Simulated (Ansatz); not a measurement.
`BC(=O)O` + `CNC(C)F` → `BNC(C)F` + `CC(=O)O`  (formal exchange of groups at a B–C bond)

Computed with Ansatz on PBE0-D4/def2-TZVP structures; ΔE is electronic, products minus reactants. CCSD(T)/CBS is the MP2 limit (def2-TZVPP, def2-QZVPP) plus CCSD(T) − MP2 in def2-TZVPP, frozen cores. Functionals use def2-TZVPP. B3LYP here is the variant with VWN-RPA as its local correlation; programs differ in this. Each species was taken in one conformer, which may not be the lowest.

| level | ΔE (kJ/mol) |
| --- | --- |
| r2SCAN-D4 | -194.8 |
| PBE0-D4 | -196.7 |
| B3LYP-D4 | -193.6 |
| ωB97M-V | -199.2 |
| PBE0 | -196.9 |
| SCS-MP2/def2-TZVPP | -199.0 |
| CCSD/def2-TZVPP | -198.9 |
| CCSD/CBS(def2) | -197.8 |

(1) What does CCSD(T)/CBS give? (Estimate.)

Largest T1 diagnostic among the species: 0.019.

## Answers

(1) The calculation gave: -197.1 kJ/mol. The listed levels differ from it by 2.3, 0.4, 3.5, -2.1, 0.2, -1.9, -1.8, -0.7 kJ/mol.

From PBE to PBE0 (25 % exact exchange), in def2-TZVPP and without D4, ΔE moves by −7.9 kJ/mol.

CCSD(T)/CBS has its own doubt, a few kJ/mol and more with outer-core shells, so smaller differences from it don't rank the levels.
